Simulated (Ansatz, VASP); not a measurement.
One calculation of CdS, two programs

```
Cd S
1.0
     0.00000    2.95049    2.95049
     2.95049    0.00000    2.95049
     2.95049    2.95049    0.00000
Cd S
1 1
Direct
  0.00000 0.00000 0.00000
  0.75000 0.75000 0.75000
```

Alike in both runs: task single point; functional PBEsol; k mesh 8 × 8 × 8; occupations gaussian, width 0.05 eV; no spin polarisation.

|  | VASP | Ansatz |
| --- | --- | --- |
| version | VASP 6.6.1 | Ansatz 0.2.0 |
| potentials or method | VASP PAW PBE potentials, release 64 (Cd, S) | scalar-relativistic, plane waves, PAW |
| plane-wave cutoff (eV) | 520 | 420 |
| valence electrons in the cell | 18 | 26 |

```csv
,VASP,Ansatz,Ansatz less VASP
gap on the k mesh at the Fermi level (eV),0.94,0.93,-0.003
least direct gap on the mesh (eV),0.94,0.93,-0.003
pressure (GPa),-1.9,-2.2,-0.33
```

The two sets of potentials don't hold the same shells in valence.

Caveats: the PAW data sets were made with another functional, which shifts forces and pressure a little (VASP).
